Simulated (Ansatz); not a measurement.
Input of an Ansatz 0.2.0 run:

Contents of input.yaml:

```yaml
crystal:
  lattice: { a: 4.777, b: 4.777, c: 4.777, alpha: 90.0, beta: 90.0, gamma: 90.0 }
  space_group: 216
  setting: { hermann_mauguin: F-43m }
  reduce_to_primitive: true
  atoms:
    - { symbol: As, position: [0.25, 0.25, 0.25], spin: 0.5 }
    - { symbol: B, position: [0.0, 0.0, 0.0] }
kpoints:
  mp_grid: { grid: [10, 10, 10] }
scf:
  occupations: { method: fermi_dirac, width: 0.1 }
hamiltonian:
  xc: { exchange: rpbe, correlation: lyp }
  pseudopotentials:
    kind: all_electron
    lapw: { basis_error: 0.001 }
    relativity: none
magnetization:
  spin_polarized: true
output:
  forces: true
  stress: true
  eigenvalues: true
```

Potentials or basis: all-electron LAPW, non-relativistic.

Run with:

```sh
$ ansatz run input.yaml --threads 1 --pin off --max-ram 2560MiB --backend cpu --events-out ev --progress --plain --runs-dir out
```

What does it give for the net moment?

0.00 μB per cell.

What does it give for the band gap on the k mesh?

1.47 eV, indirect (least direct gap 3.36 eV).

Caveat: relativity is left out, which matters for the heavier elements; the starting moments weren't kept. A k mesh can miss the band edges.
